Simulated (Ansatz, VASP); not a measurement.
## Se: VASP beside Ansatz

```
Se
1.0
     2.86649    0.00000    0.00000
     0.00000    2.86649    0.00000
     0.00000    0.00000    2.86649
Se
1
Direct
  0.00000 0.00000 0.00000
```

The cell was built by a generator and needn't be a form met in nature.

Alike in both runs: task relaxation of cell and atoms; functional BLYP; k mesh 11 × 11 × 11; occupations fermi-dirac, width 0.1 eV; no spin polarisation.

|  | VASP | Ansatz |
| --- | --- | --- |
| version | VASP 6.6.1 | Ansatz 0.2.0 |
| potentials or method | VASP PAW PBE potentials, release 64 (Se) | plane waves (420 eV) with PAW, scalar-relativistic |
| plane-wave cutoff (eV) | 600 | 420 |
| valence electrons in the cell | 6 | 16 |

VASP gave:

| Property | Result |
| --- | --- |
| relaxed volume (Å³/atom) | 24.67 |
| relaxed cell length with the largest relative difference (Å) | 2.911 |
| energy change over the relaxation (meV/atom) | -10 |

**Question.** Estimate Ansatz's values.

**Answer.** Relaxed volume (Å³/atom): 24.61; relaxed cell length with the largest relative difference (Å): 2.909; energy change over the relaxation (meV/atom): -9.

The two sets of potentials don't hold the same shells in valence.

Caveats: the PAW data sets were made with another functional, which shifts forces and pressure a little (VASP).
